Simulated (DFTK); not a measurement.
Runs of DFTK 0.8.2 on Rb. It takes space group Im-3m (No. 229, cubic). Conventional cell: a = 5.605 Å, b = 5.605 Å, c = 5.605 Å, α = 90.00°, β = 90.00°, γ = 90.00°. 

| task | level | potentials or basis | k mesh | cutoff (eV) | gap on the mesh (eV) | V0 of scaled cells (Å³/atom) | B0 (GPa) |
| --- | --- | --- | --- | --- | --- | --- | --- |
| equation of state | PBEsol | SG15 1.2 (PBE) | 5 × 5 × 5 | 952 | - | 85.81 | 3 |
| band structure | BJ06 | SG15 1.2 (PBE) | 5 × 5 × 5 | 1225 | none | - | - |
| equation of state | AM05 | SG15 1.2 (PBE) | 5 × 5 × 5 | 952 | - | (a) | 3 |
| band structure | PBEsol | SG15 1.2 (PBE) | 7 × 7 × 7 | 952 | none | - | - |

Alike in all rows: no spin polarisation; cell as given; smearing fermi-dirac 0.05 eV.

Task: Fill in the values left out.

Result: (a) 91.01.

Caveats: the potentials were made for another functional, which shifts forces and pressure; the program leaves the constant c of mgga_x_tb09 at 1, so the potential is Becke-Johnson's (BJ06) and not Tran and Blaha's, with levels but no total energy (some runs).

A k mesh can miss the band edges, and the runs leave out spin-orbit coupling on Rb.

A gap of «none» marks a metal or a gap under the smearing width.

Runs at the PBE level aren't shown here.
